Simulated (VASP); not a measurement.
Crystal: PtS2.

```xyz
3
Lattice="3.5432 0.0000 0.0000 -1.7716 3.0685 0.0000 0.0000 0.0000 5.0388" Properties=species:S:1:pos:R:3 pbc="T T T"
Pt    0.0000    0.0000    0.0000
S     1.7716    1.0228    3.8950
S     0.0000    2.0457    1.1438
```

Base run:

| Property | Result |
| --- | --- |
| Program | VASP 6.6.1 |
| Functional | r2SCAN |
| Potentials or basis | VASP PAW PBE potentials, release 64 (Pt, S) |
| Cutoff | 520 eV |
| k mesh | 9 × 9 × 5 |
| Occupations | fermi-dirac, width 0.05 eV |
| Spin | no spin polarisation |

Its results: band gap on the k mesh 1.19 eV, indirect (least direct gap 1.25 eV); pressure 9.2 GPa; largest force 1.210 eV/Å.

Q: The run is repeated on the same cell with these changes: functional from r2SCAN to SCAN; further incar settings from ALGO = Normal; EDIFF = 1e-07 to ALGO = Normal; EDIFF = 1e-07; NBANDS = 18. What comes out?

A: Band gap on the k mesh 1.30 eV, indirect (least direct gap 1.36 eV); pressure 5.6 GPa; largest force 0.862 eV/Å.

Caveats: the PAW data sets were made with another functional, which shifts forces and pressure a little; spin-orbit coupling is left out, which moves the levels of the heavy elements.
